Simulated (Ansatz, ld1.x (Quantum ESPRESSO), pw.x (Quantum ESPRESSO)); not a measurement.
# Equation-of-state test of one TM potential (Si)

```json
{"Element": "Si", "Generator": "ld1.x (Quantum ESPRESSO) 7.5", "Type": "norm-conserving Troullier–Martins (Kleinman–Bylander form)", "Functional": "LDA (PW92)", "Relativity": "scalar-relativistic", "Frozen core": "[Ne]", "Valence charge": "4", "Reference configuration": "3s2 3p1 (charge +1)", "Partial waves": "3p (bound): rc 2.05 bohr; 3d channel at 0.35 Ry: rc 1.70 bohr; 3s (bound): rc 1.55 bohr", "Local potential": "the s channel", "Core correction": "none"}
```

Atomic tests: cutoffs needed: 18 Ry and 40 Ry (the cutoffs (Ry, on a coarse ladder) from which the occupation-weighted sum of valence levels, in a spherical-Bessel basis at the reference potential, stays within 10 and 1 mRy of its value at 400 Ry); ghost test: no extra level below or beside the all-electron valence levels (p, d, s, f tested) (spherical-Bessel basis up to 400 Ry, 20 bohr box); largest excitation error: +187 meV (all-electron minus pseudo) for 3s1 3p0, out of 7 test configurations.

Crystal test: fcc Si in pw.x 7.5, no spin, 15³ k-points, Fermi–Dirac smearing 0.01 Ry, cutoffs 50/200 Ry. The reference is all-electron LAPW (Ansatz 0.2.0) with the same functional, mesh and smearing; V0 and B0 come from Birch–Murnaghan fits to the pressures at five volumes. Errors are pseudo minus all-electron; Δ is the rms difference of the E(V) curves that follow from these fits, minima aligned, over ±6 % about the mean V0. Mesh and smearing are coarse, so the numbers serve the comparison and aren't converged zero-temperature values; the lattice is a test structure that the element need not adopt.

| V (Å³/atom) | P all-electron (GPa) | P pseudo (GPa) |
| --- | --- | --- |
| 13.158 | 5.68 | 4.54 |
| 13.504 | 2.89 | 1.86 |
| 13.850 | 0.45 | -0.49 |
| 14.196 | -1.71 | -2.56 |
| 14.543 | -3.61 | -4.39 |

All-electron: a0 = 3.818 Å (V0 = 13.92 Å³/atom), B0 = 90.0 GPa.

Pseudopotential: mean pressure error (GPa): -0.95; a0 (Å): 3.805; a0 error (%): -0.35; B0 error (%): +0.3; Δ (meV/atom): 2.9.

Task: At the middle volume, how do free energy and pressure move when the wave cutoff is lowered (ecutrho kept at four times it)?

Result:

```json
{"cutoff (Ry)": "22", "shift of F (meV/atom)": "+121.7", "shift of P (GPa)": "-0.30"}
{"cutoff (Ry)": "30", "shift of F (meV/atom)": "+51.3", "shift of P (GPa)": "-1.45"}
{"cutoff (Ry)": "40", "shift of F (meV/atom)": "+4.8", "shift of P (GPa)": "-0.37"}
```

The run at the middle volume (120 k-points, 6 iterations) took about 5.7 s on one core of a shared host (Neoverse-V2, 96 threads, 742 GiB, load 70).
